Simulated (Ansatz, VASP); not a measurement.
# In3GaAs4 (random alloy of the zinc-blende GaAs-InAs line, x = 0.75) in two plane-wave programs

Wanted: the spread between two codes on one cell, functional and k mesh. Of the first pair: The structure shown is the start of the Ansatz relaxation below; VASP solves that cell, so the two are compared at the walk's first step.

Program: Ansatz 0.2.0. Level of theory: plane waves, with VASP 6.6.1 beside it; PBE. Results are calculated unless marked as measured.

### Step 1. Set-up

The cell holds 64 atoms: 24 In, 32 As and 8 Ga. Cell: a = 12.160 Å, b = 12.160 Å, c = 12.160 Å, α = 90.0°, β = 90.0°, γ = 90.0°. It derives from GaAs (zinc-blende GaAs-InAs), repeated 2×2×2. Zinc-blende GaAs-InAs: 64 atoms, 24 of 32 Ga sites given to In at random, cell and internal coordinates interpolated linearly between the end members (Vegard's rule); (so at first; earlier steps may have moved the atoms), displaced by a Gaussian of 0.02 A. Lattice constants are starting values near those of PBE.

### Step 2. Ansatz: relaxation, PBE

Ansatz runs on its default PAW (the set named soft_2) files.

The two programs are compared at the cell with which this relaxation starts, whose forces are those of its first step.

The input, input.yaml:

```yaml
crystal:
  lattice:
    - [12.16, 0.0, 0.0]
    - [0.0, 12.16, 0.0]
    - [0.0, 0.0, 12.16]
  atoms:
    - { symbol: In, position: [0.99931, 0.99991, 0.99649] }
    - { symbol: As, position: [0.1277, 0.12205, 0.12362] }
    - { symbol: In, position: [0.00083, 0.24795, 0.24826] }
    - { symbol: As, position: [0.1235, 0.37591, 0.37877] }
    - { symbol: In, position: [0.25007, 0.99816, 0.25089] }
    - { symbol: As, position: [0.37402, 0.12497, 0.37693] }
    - { symbol: In, position: [0.24877, 0.25001, 0.99856] }
    - { symbol: As, position: [0.37474, 0.37542, 0.12337] }
    - { symbol: In, position: [0.99944, 0.99961, 0.49895] }
    - { symbol: As, position: [0.12305, 0.12266, 0.62475] }
    - { symbol: In, position: [0.99956, 0.25367, 0.746] }
    - { symbol: As, position: [0.12519, 0.37561, 0.87724] }
    - { symbol: In, position: [0.25083, 0.99861, 0.75] }
    - { symbol: As, position: [0.37589, 0.12448, 0.87627] }
    - { symbol: In, position: [0.24693, 0.25285, 0.50241] }
    - { symbol: As, position: [0.37445, 0.37601, 0.62508] }
    - { symbol: In, position: [0.99864, 0.50014, 0.00165] }
    - { symbol: As, position: [0.12437, 0.62438, 0.12488] }
    - { symbol: Ga, position: [0.00071, 0.7521, 0.24896] }
    - { symbol: As, position: [0.12584, 0.87536, 0.37194] }
    - { symbol: In, position: [0.24931, 0.49978, 0.24993] }
    - { symbol: As, position: [0.37554, 0.62164, 0.37508] }
    - { symbol: In, position: [0.24889, 0.74763, 0.00086] }
    - { symbol: As, position: [0.37621, 0.87393, 0.12639] }
    - { symbol: Ga, position: [0.99937, 0.50011, 0.49819] }
    - { symbol: As, position: [0.12761, 0.62063, 0.62485] }
    - { symbol: In, position: [0.00114, 0.74666, 0.74969] }
    - { symbol: As, position: [0.12487, 0.87636, 0.87705] }
    - { symbol: Ga, position: [0.24934, 0.49772, 0.75225] }
    - { symbol: As, position: [0.377, 0.62424, 0.87558] }
    - { symbol: Ga, position: [0.25063, 0.75093, 0.50034] }
    - { symbol: As, position: [0.37731, 0.87214, 0.62671] }
    - { symbol: In, position: [0.50063, 0.99964, 0.00193] }
    - { symbol: As, position: [0.62115, 0.12691, 0.12563] }
    - { symbol: In, position: [0.49814, 0.25071, 0.2495] }
    - { symbol: As, position: [0.62925, 0.37802, 0.37572] }
    - { symbol: In, position: [0.74882, 0.99904, 0.24947] }
    - { symbol: As, position: [0.87408, 0.12352, 0.37403] }
    - { symbol: In, position: [0.74955, 0.24915, 0.99885] }
    - { symbol: As, position: [0.87347, 0.37919, 0.12258] }
    - { symbol: Ga, position: [0.49832, 0.00071, 0.49947] }
    - { symbol: As, position: [0.6257, 0.12631, 0.62708] }
    - { symbol: Ga, position: [0.50124, 0.24837, 0.75182] }
    - { symbol: As, position: [0.6221, 0.37481, 0.87418] }
    - { symbol: In, position: [0.74826, 0.00097, 0.7497] }
    - { symbol: As, position: [0.87668, 0.12256, 0.87639] }
    - { symbol: Ga, position: [0.75082, 0.25021, 0.49767] }
    - { symbol: As, position: [0.87459, 0.37246, 0.62157] }
    - { symbol: In, position: [0.50539, 0.5016, 0.00295] }
    - { symbol: As, position: [0.62429, 0.62615, 0.12615] }
    - { symbol: In, position: [0.50099, 0.75001, 0.24962] }
    - { symbol: As, position: [0.6216, 0.876, 0.3757] }
    - { symbol: Ga, position: [0.75184, 0.49955, 0.25286] }
    - { symbol: As, position: [0.87426, 0.62294, 0.37654] }
    - { symbol: In, position: [0.74923, 0.74794, 0.00021] }
    - { symbol: As, position: [0.87624, 0.8754, 0.12582] }
    - { symbol: In, position: [0.50676, 0.50135, 0.50252] }
    - { symbol: As, position: [0.62173, 0.6256, 0.62627] }
    - { symbol: In, position: [0.4994, 0.74856, 0.75065] }
    - { symbol: As, position: [0.62448, 0.87402, 0.87689] }
    - { symbol: In, position: [0.7522, 0.5005, 0.74925] }
    - { symbol: As, position: [0.87585, 0.62636, 0.87604] }
    - { symbol: In, position: [0.74761, 0.74944, 0.50059] }
    - { symbol: As, position: [0.87602, 0.87658, 0.62625] }
kpoints:
  mp_grid: { grid: [1, 1, 1] }
hamiltonian:
  xc: pbe
scf:
  occupations: { method: fermi_dirac, width: 0.025 }
output:
  forces: true
relax:
  f_tol: 0.04
  max_steps: 150
  cell: {}
```

Started as:

```console
ansatz run input.yaml --threads 4 --pin off --max-ram 8192MiB --backend cpu --events-out ev --progress --plain --runs-dir out
```

Numbers of over 12 decimals in the logs are rounded to 6 here.

The log of the run:

```text
Engine: ansatz 0.2.0, aarch64-unknown-linux-gnu
Pseudopotentials: kind: paw
Pseudopotential: In, paw, valence charge 13, recommended cutoff 420 eV (normal), In.paw.azcp
Pseudopotential: As, paw, valence charge 15, recommended cutoff 420 eV (normal), As.paw.azcp
Pseudopotential: Ga, paw, valence charge 13, recommended cutoff 420 eV (normal), Ga.paw.azcp
Functional definition: PBE
  parameter kappa = 0.804
  parameter beta = 0.066725
  exchange = pbe_x(kappa = kappa, mu = beta*pi^2/3)
  correlation = pbe_c(beta = beta)
Crystal: 64 atoms, lattice volume = 1798.046 Å³
Basis set: ecut = 420 eV, 35033 PW (Γ), exchange–correlation on 180×180×180 points (8 copies of the dense FFT grid, shifted against one another)
Bands: 538, of which v1, the nominal top of the filled ones, is band 448 counted from 1 (447 counted from 0)
Symmetry: 1 space group operations
Space group: P1 (ITA 1), of the structure as read, at distance tolerance 1.2e-4 Å
k-points: 1
Non-local potential: In, projectors of the file, l = 0: 2, l = 1: 2, l = 2: 2, l = 3: 2
Non-local potential: As, projectors of the file, l = 0: 2, l = 1: 2, l = 2: 3, l = 3: 1
Non-local potential: Ga, projectors of the file, l = 0: 2, l = 1: 2, l = 2: 3, l = 3: 1
PAW form: soft (Blöchl's): semilocal exchange-correlation on the pseudo side does not see the compensation charge
PAW one-centre angular grid: In, 590 points (default); XC on 64 Gauss nodes
PAW one-centre angular grid: As, 590 points (default); XC on 64 Gauss nodes
PAW one-centre angular grid: Ga, 590 points (default); XC on 64 Gauss nodes
Initial density: superposition of atomic densities (neutral atoms: chi_scale 0, normalization atom), corrected by the library's trained network
Initial wavefunctions: pseudopotential atomic-orbital guess
Functional: x = pbe(κ = 0.804, μ = 0.219515), c = pbe(β = 0.066725)
SCF iter   1: F=—  HF=-320019.205992 eV  |F-HF|=—  |Δ(HF+E_count)|=         —  Δρ=1.23e-3  dr2=6.84e-2  ethr=1.77e-3  ⟨swp⟩=6.0  Hψ=1938  notcnv=0  defer=3
preconditioner: auto → LDOS  [insulator: Δε(μ)=0.710 eV  Ē_g=13.808 eV  σ=0.025 eV  W_gap=0.55  n_scr=460 (ndim 8)  ℏωp=21.0 eV  f_vac=0.118  D(μ)=51.21/eV (n_scr^D=364)  ε∞_Penn≈3.3  β→1.0]
SCF iter   2: F=—  HF=-320019.150346 eV  |F-HF|=—  |Δ(HF+E_count)|=   5.56e-2  Δρ=8.13e-4  dr2=1.37e-2  ethr=7.63e-6  ⟨swp⟩=2.0  Hψ=1069  notcnv=0  defer=82
SCF iter   3: F=—  HF=-320019.148221 eV  |F-HF|=—  |Δ(HF+E_count)|=   2.12e-3  Δρ=4.04e-4  dr2=5.25e-3  ethr=1.53e-6  ⟨swp⟩=2.0  Hψ=905  notcnv=0  defer=82
SCF iter   4: F=—  HF=-320019.147144 eV  |F-HF|=—  |Δ(HF+E_count)|=   1.08e-3  Δρ=2.07e-4  dr2=2.27e-3  ethr=5.86e-7  ⟨swp⟩=2.0  Hψ=742  notcnv=0  defer=82
SCF iter   5: F=—  HF=-320019.146865 eV  |F-HF|=—  |Δ(HF+E_count)|=   2.79e-4  Δρ=1.11e-4  dr2=9.54e-4  ethr=2.53e-7  ⟨swp⟩=2.0  Hψ=745  notcnv=0  defer=82
SCF iter   6: F=—  HF=-320019.146628 eV  |F-HF|=—  |Δ(HF+E_count)|=   2.37e-4  Δρ=4.99e-5  dr2=2.08e-4  ethr=1.06e-7  ⟨swp⟩=2.0  Hψ=745  notcnv=0  defer=82
SCF iter   7: F=—  HF=-320019.146634 eV  |F-HF|=—  |Δ(HF+E_count)|=   6.06e-6  Δρ=2.65e-5  dr2=3.32e-5  ethr=2.32e-8  ⟨swp⟩=2.0  Hψ=745  notcnv=0  defer=82
SCF iter   8: F=—  HF=-320019.148323 eV  |F-HF|=—  |Δ(HF+E_count)|=   1.69e-3  Δρ=1.01e-5  dr2=6.48e-6  ethr=3.71e-9  ⟨swp⟩=2.0  Hψ=745  notcnv=0  defer=82
SCF iter   9: F=—  HF=-320019.148323 eV  |F-HF|=—  |Δ(HF+E_count)|=   3.49e-7  Δρ=4.88e-6  dr2=2.59e-6  ethr=7.23e-10  ⟨swp⟩=2.0  Hψ=714  notcnv=0  defer=82
SCF iter  10: F=—  HF=-320019.148322 eV  |F-HF|=—  |Δ(HF+E_count)|=   3.22e-7  Δρ=3.25e-6  dr2=9.59e-7  ethr=2.89e-10  ⟨swp⟩=2.0  Hψ=865  notcnv=0  defer=82
SCF iter  11: F=—  HF=-320019.148322 eV  |F-HF|=—  |Δ(HF+E_count)|=   1.67e-7  Δρ=1.72e-6  dr2=1.74e-7  ethr=1.07e-10  ⟨swp⟩=2.0  Hψ=896  notcnv=0  defer=82
SCF iter  12: F=-320019.148322 eV  HF=-320019.148322 eV  |F-HF|=2.39e-8  |Δ(HF+E_count)|=   1.26e-8  Δρ=8.22e-7  dr2=2.33e-8  ethr=1.12e-11  ⟨swp⟩=4.0  Hψ=1461  notcnv=0
SCF 1 converged in 12 iterations: F = -320019.148322 eV  dr2 = 2.33e-8
  greatest PAW one-centre occupation: 0.999 electrons in one spin orbital (limit 2), on the As atom at site 41 (counted from 0), in its partial waves of l = 2
relax step   1: F+E_penalty+E_count = -320019.14832198 eV  Δ(F+E_penalty+E_count) = +0.000e0 eV  max|allowed force component| = 1.219e0 eV/Å  Δτ_max = 0.0000 Å  P = +1.276 GPa  Ω = 1798.046 Å³  (12 SCF iters, dr2 threshold 1.00e-7 eV, accepted)
Crystal: 64 atoms, lattice volume = 1851.013 Å³
Basis set: ecut = 420 eV, 36197 PW (Γ), exchange–correlation on 180×180×180 points (8 copies of the dense FFT grid, shifted against one another)
Initial density: handed on by an earlier stage of this run
Initial wavefunctions: those handed on with the density
iter 1 solved again at ethr=5.28e-5 eV; its pass at ethr=3.10e-3 eV (dr2=4.73e-1 eV) is discarded
[...]
atom  11  In    -0.00230385     0.00438898    -0.00560979
  atom  12  As     0.00032220     0.00197293     0.00635383
  atom  13  In    -0.00353165    -0.00070300    -0.00457772
  atom  14  As     0.00362787    -0.00553441     0.00651281
  atom  15  In    -0.00772920     0.00130397    -0.00311955
  atom  16  As     0.00173797     0.00133934    -0.00235222
  atom  17  In    -0.00176648    -0.00065812    -0.00305385
  atom  18  As     0.00738587     0.00074802    -0.00694848
  atom  19  Ga    -0.00691070    -0.00061307     0.00189833
  atom  20  As    -0.00220993     0.01270295    -0.00430785
  atom  21  In    -0.00135820    -0.00124778     0.00085589
  atom  22  As     0.00827765    -0.00519651    -0.00200379
  atom  23  In    -0.00502300    -0.00465598    -0.00017155
  atom  24  As     0.00307266    -0.00201972    -0.00492962
  atom  25  Ga    -0.00831224     0.00254763     0.00017366
  atom  26  As    -0.00059224     0.00090828     0.00371057
  atom  27  In    -0.00177151    -0.00230355    -0.00211866
  atom  28  As     0.00244482     0.00230663    -0.00175042
  atom  29  Ga    -0.00830475     0.00028783    -0.00587355
  atom  30  As     0.00412217     0.00309231     0.00581425
  atom  31  Ga     0.00141648     0.00087593     0.00562495
  atom  32  As     0.00167936    -0.00104921    -0.00067253
  atom  33  In    -0.00376567     0.00865208    -0.00272309
  atom  34  As     0.00533872    -0.00811665    -0.00191392
[...]
atom  57  In     0.00266676     0.00399991    -0.00346410
  atom  58  As     0.00162008    -0.00277876     0.00467450
  atom  59  In    -0.00138563     0.00091800    -0.00611962
  atom  60  As     0.00095587    -0.00452129     0.00115146
  atom  61  In    -0.00116115     0.00437291    -0.00464301
  atom  62  As     0.00187149    -0.00210359    -0.00074196
  atom  63  In     0.00067836    -0.00400342    -0.00601846
  atom  64  As     0.00086260     0.00068585     0.00435710
  max |Σ_I F_I| component: 4.79e-6 eV/Å
--- Stress (GPa, compression-positive) ---
        0.012525      -0.014455      -0.006461
       -0.014455       0.012251       0.006100
       -0.006461       0.006100       0.004686
  P = ⅓ Tr σ = 0.0098 GPa (0.098 kbar)
--- Relaxed structure (6 steps of the walk, 5 accepted, 1 SCFs on fresh bases) ---
  F+E_penalty+E_count = -320020.96725986 eV   max|allowed force component| = 1.270e-2 eV/Å   (the final SCF, on the basis selected at the relaxed cell)
  cell:  # Å, volume = 1824.1091 Å³
    - [12.174083, -0.068356, 0.000124226]
    - [-0.068356, 12.190614, 0.00421563]
    - [0.000124226, 0.00421563, 12.291438]
  atoms:
    - { symbol: In, position: [1.000077, 0.998212, 1.002877] }
    - { symbol: As, position: [0.125874, 0.127602, 0.128712] }
    - { symbol: In, position: [-0.00388287, 0.253389, 0.252867] }
    - { symbol: As, position: [0.120054, 0.379580, 0.384316] }
    - { symbol: In, position: [0.249710, 0.995878, 0.253412] }
    - { symbol: As, position: [0.379743, 0.119919, 0.383300] }
    - { symbol: In, position: [0.251887, 0.252263, 0.995334] }
    - { symbol: As, position: [0.373938, 0.375691, 0.130766] }
    - { symbol: In, position: [0.999663, 0.996656, 0.496660] }
    - { symbol: As, position: [0.123683, 0.123479, 0.625621] }
    - { symbol: In, position: [0.999051, 0.254500, 0.745602] }
    - { symbol: As, position: [0.130039, 0.383333, 0.868787] }
    - { symbol: In, position: [0.254483, 0.998805, 0.744770] }
    - { symbol: As, position: [0.382098, 0.131438, 0.866722] }
    - { symbol: In, position: [0.252408, 0.251537, 0.503285] }
    - { symbol: As, position: [0.375809, 0.375464, 0.637703] }
    - { symbol: In, position: [1.000192, 0.501545, 0.000322394] }
    - { symbol: As, position: [0.118532, 0.631121, 0.132984] }
    - { symbol: Ga, position: [0.000492609, 0.745445, 0.254540] }
    - { symbol: As, position: [0.123947, 0.860100, 0.377377] }
    - { symbol: In, position: [0.246562, 0.503296, 0.253803] }
    - { symbol: As, position: [0.370173, 0.629506, 0.384365] }
    - { symbol: In, position: [0.248429, 0.747463, -0.00185277] }
    - { symbol: As, position: [0.375998, 0.873834, 0.124517] }
    - { symbol: Ga, position: [1.000819, 0.501325, 0.497404] }
    - { symbol: As, position: [0.131535, 0.616909, 0.617831] }
    - { symbol: In, position: [0.0047662, 0.744977, 0.744636] }
    - { symbol: As, position: [0.125727, 0.875485, 0.874053] }
    - { symbol: Ga, position: [0.250001, 0.500019, 0.745083] }
    - { symbol: As, position: [0.367863, 0.618307, 0.868887] }
    - { symbol: Ga, position: [0.247918, 0.746808, 0.499389] }
    - { symbol: As, position: [0.373841, 0.874280, 0.611049] }
    - { symbol: In, position: [0.500379, 1.001254, -0.00440908] }
    - { symbol: As, position: [0.625480, 0.123767, 0.127040] }
    - { symbol: In, position: [0.503484, 0.250192, 0.254440] }
    - { symbol: As, position: [0.637426, 0.377131, 0.377034] }
    - { symbol: In, position: [0.750402, 0.999309, 0.254076] }
    - { symbol: As, position: [0.868169, 0.131017, 0.384600] }
    - { symbol: In, position: [0.748048, 0.251709, 0.998164] }
    - { symbol: As, position: [0.868199, 0.381251, 0.130586] }
    - { symbol: Ga, position: [0.499116, 0.0029177, 0.501504] }
    - { symbol: As, position: [0.618019, 0.133780, 0.617614] }
    - { symbol: Ga, position: [0.500267, 0.250054, 0.744013] }
    - { symbol: As, position: [0.618418, 0.368022, 0.867119] }
    - { symbol: In, position: [0.745284, 0.00492278, 0.745428] }
    - { symbol: As, position: [0.875650, 0.125932, 0.875951] }
    - { symbol: Ga, position: [0.748007, 0.253106, 0.499156] }
    - { symbol: As, position: [0.875549, 0.376024, 0.611136] }
    - { symbol: In, position: [0.499941, 0.498108, -0.0020846] }
    - { symbol: As, position: [0.630043, 0.616556, 0.135412] }
    - { symbol: In, position: [0.500707, 0.749606, 0.253185] }
    - { symbol: As, position: [0.618555, 0.881805, 0.384916] }
    - { symbol: Ga, position: [0.754128, 0.499664, 0.253227] }
    - { symbol: As, position: [0.881742, 0.618474, 0.371097] }
    - { symbol: In, position: [0.751892, 0.747494, 0.00518919] }
    - { symbol: As, position: [0.881937, 0.867965, 0.138061] }
    - { symbol: In, position: [0.500535, 0.497444, 0.501004] }
    - { symbol: As, position: [0.625955, 0.625912, 0.625591] }
    - { symbol: In, position: [0.495379, 0.750831, 0.745664] }
    - { symbol: As, position: [0.625814, 0.872458, 0.875651] }
    - { symbol: In, position: [0.750923, 0.495484, 0.744815] }
    - { symbol: As, position: [0.874178, 0.623886, 0.874032] }
    - { symbol: In, position: [0.752581, 0.748145, 0.494746] }
    - { symbol: As, position: [0.874111, 0.873824, 0.626760] }
```

(Part 1 of 2 ends here.)

[Lines on the potential files, build, host, timing and source positions are cut from VASP's logs without a mark.]

[Logs are printed without paths, hosts, clocks, repeated set-up lines and the standing remarks that a program may print on its own settings, such as how far it seeks lower states.]

[Hosts, paths, dates, database ids (printed as entryN), source tags and the programs' standing remarks are cut or masked in the printed files.]
